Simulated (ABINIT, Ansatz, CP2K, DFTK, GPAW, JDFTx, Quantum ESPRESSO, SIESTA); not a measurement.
TiO2: 9 runs at one level of theory

```xyz
6
Lattice="4.5998 0.0000 0.0000 0.0000 4.5998 0.0000 0.0000 0.0000 2.9592" Properties=species:S:1:pos:R:3 pbc="T T T"
Ti    0.0000    0.0000    1.4796
Ti    2.2999    2.2999    0.0000
O     1.3998    1.3998    1.4796
O     0.9001    3.6997    0.0000
O     3.6997    0.9001    0.0000
O     3.2000    3.2000    1.4796
```

The cell is a database's computed one, not the measured one.

Alike in all runs: task single point; functional PBE; k mesh 6 × 6 × 9; occupations fermi-dirac, width 0.05 eV; no spin polarisation; no spin-orbit coupling. Pressure is positive in compression and, in plane waves, holds the error of the finite cutoff, which Ansatz's Pulay term estimates and takes out.

```tsv
program and potentials	plane-wave cutoff (eV)	notes	pressure (GPa)	largest force (eV/Å)
SIESTA, files PseudoDojo sr-pbe-0.4.1-standard, DZP (energy shift 0.003 Ry; two zetas on semicore shells)	-	atomic basis	7.40	0.059
CP2K, POTENTIAL_UZH Ti GTH-PBE-q12, O GTH-PBE-q6; TZVP-MOLOPT-PBE-GTH basis	-	atomic basis	5.22	0.062
ABINIT, JTH PAW PBE v2.0	626	-	4.46	0.007
JDFTx, PseudoDojo-SR-PBE-0.5-standard	1143	-	3.62	0.019
GPAW, GPAW PAW data sets (gpaw-data 1.2.1)	800	-	5.33	0.028
Ansatz, Ansatz PAW (earlier soft set)	420	Pulay term of +0.43 GPa included	4.25	0.003
Quantum ESPRESSO, SSSP 1.3 efficiency PBE	748	-	3.92	0.005
DFTK, PseudoDojo SR PBE 0.4.1 standard (PBE)	1143	-	3.63	0.019
Ansatz, all-electron LAPW, scalar-relativistic	-	-	4.24	0.004
```

Force on atom 3 (O), eV/Å:

| program and potentials | x | y | z |
| --- | --- | --- | --- |
| SIESTA, files PseudoDojo sr-pbe-0.4.1-standard, DZP (energy shift 0.003 Ry; two zetas on semicore shells) | -0.042 | -0.042 | 0.000 |
| CP2K, POTENTIAL_UZH Ti GTH-PBE-q12, O GTH-PBE-q6; TZVP-MOLOPT-PBE-GTH basis | 0.037 | 0.037 | 0.000 |
| GPAW, GPAW PAW data sets (gpaw-data 1.2.1) | -0.020 | -0.020 | 0.000 |

The pressure spans 3.62 (JDFTx, PseudoDojo-SR-PBE-0.5-standard) to 7.40 GPa (SIESTA, files PseudoDojo sr-pbe-0.4.1-standard, DZP (energy shift 0.003 Ry; two zetas on semicore shells)), with all-electron results at 4.24. The pressure on the cell as given of SIESTA, files PseudoDojo sr-pbe-0.4.1-standard, DZP (energy shift 0.003 Ry; two zetas on semicore shells) lies far from the others; the cause wasn't traced. Rows in atomic bases carry the error of their basis and grid, which can be large.

The functional is the same throughout but for its coding, so the spread measures potentials, basis and numerics; runs on potential files found faulty are left out.
